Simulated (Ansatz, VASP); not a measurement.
MgH2: VASP beside Ansatz

```
Mg H
1.0
     0.00000    2.38107    2.38107
     2.38107    0.00000    2.38107
     2.38107    2.38107    0.00000
Mg H
1 2
Direct
  0.98390 0.00340 0.02629
  0.26239 0.24177 0.22499
  0.75565 0.76815 0.74965
```

Change from the starting cell: atoms moved at random, drawn with an rms of 0.05 Å.

Alike in both runs: task single point; functional PBE; k mesh 10 × 10 × 10; occupations fermi-dirac, width 0.05 eV; no spin polarisation.

|  | VASP | Ansatz |
| --- | --- | --- |
| version | VASP 6.6.1 | Ansatz 0.2.0 |
| potentials or method | VASP PAW PBE potentials, release 64 (Mg, H) | Ansatz PAW |
| plane-wave cutoff (eV) | 520 | 420 |
| valence electrons in the cell | 4 | 12 |

|  | VASP | Ansatz | Ansatz less VASP |
| --- | --- | --- | --- |
| gap on the k mesh at the Fermi level (eV) | none | none | - |
| pressure (GPa) | 0.0 | 0.4 | +0.39 |
| largest component of the traceless stress (GPa) | 0.50 | 0.50 | +0.001 |
| rms of the force components (eV/Å) | 0.194 | 0.194 | -0.0001 |

Atom by atom the forces differ by 0.001 eV/Å (rms over components). A gap of «none» marks a metal or a gap that the smearing closes. With one functional, cell and mesh, what is left measures potentials, basis and numerics. The two sets of potentials don't hold the same shells in valence.
